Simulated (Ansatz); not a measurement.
Crystal: PtS2.

```xyz
3
Lattice="3.5432 0.0000 0.0000 -1.7716 3.0685 0.0000 0.0000 0.0000 5.0388" Properties=species:S:1:pos:R:3 pbc="T T T"
Pt    0.0000    0.0000    0.0000
S     1.7716    1.0228    3.8950
S     0.0000    2.0457    1.1438
```

* Program: Ansatz 0.2.0
* Task: relaxation of cell and atoms
* Functional: PBE
* Dispersion: D4
* Potentials or basis: Ansatz PAW
* Cutoff: 420 eV (not typed: the program's choice for these potentials)
* k mesh: 9 × 9 × 5
* Occupations: fermi-dirac, width 0.05 eV
* Spin: no spin polarisation

At the start: volume 18.26 Å³/atom.

Problem. How do energy, volume and symmetry change on relaxing?

Solution. It ends after 7 steps and the volume is 17.36 Å³/atom (-4.9 %); space group P-3m1 (No. 164, to 0.05 Å).

Step by step:
| step | energy change (eV) | largest force (eV/Å) | volume (Å³) |
| --- | --- | --- | --- |
| 1 | 0.0000 | 1.2945 | 54.78 |
| 2 | -0.1200 | 0.2494 | 52.17 |
| 3 | -0.1373 | 0.0454 | 53.21 |
| 4 | -0.1393 | 0.0071 | 52.66 |
| 5 | -0.1402 | 0.0130 | 52.02 |
| 6 | -0.1402 | 0.0001 | 52.08 |
| 7 | -0.1397 | 0.0001 | 52.08 |

Final structure:
```xyz
3
Lattice="3.5840 0.0000 0.0000 -1.7920 3.1038 0.0000 0.0000 0.0000 4.6817" Properties=species:S:1:pos:R:3 pbc="T T T"
Pt    0.0000    0.0000    0.0000
S     1.7920    1.0346    3.4741
S     0.0000    2.0692    1.2076
```

Caveat: the plane-wave basis is chosen anew once the cell has moved, so the energies of steps on either side of that aren't comparable.
